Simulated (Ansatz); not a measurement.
**Straining Co**

Theory: Ansatz 0.2.0, DFT PBE, scalar-relativistic, plane waves, PAW. Settings: 420 eV cutoff, 24×24×8 k-mesh, Gaussian smearing of 0.10 eV, collinear spin.

Reference structure (relaxed):

```
Co
1.0
     2.49160    0.00000    0.00000
    -1.24580    2.15778    0.00000
     0.00000    0.00000    8.09332
Co
4
Direct
  0.00000 0.00000 0.00000
  0.33333 0.66667 0.25000
  0.00000 0.00000 0.50000
  0.66667 0.33333 0.75000
```

Deformation: all cell vectors scaled alike, the atoms relaxed, all within the symmetry that the strain leaves. Energies are extrapolated to zero smearing. On this cell's mesh the reference holds a stress of up to 0.35 GPa.

Problem. Give the structure at +6.0 %.

Solution.
```
Co
1.0
     2.64109    0.00000    0.00000
    -1.32055    2.28725    0.00000
     0.00000    0.00000    8.57892
Co
4
Direct
  0.00000 0.00000 0.00000
  0.33333 0.66667 0.25000
  0.00000 0.00000 0.50000
  0.66667 0.33333 0.75000
```
Space group P6_3/mmc (194), 187.2 meV/atom over the relaxed crystal.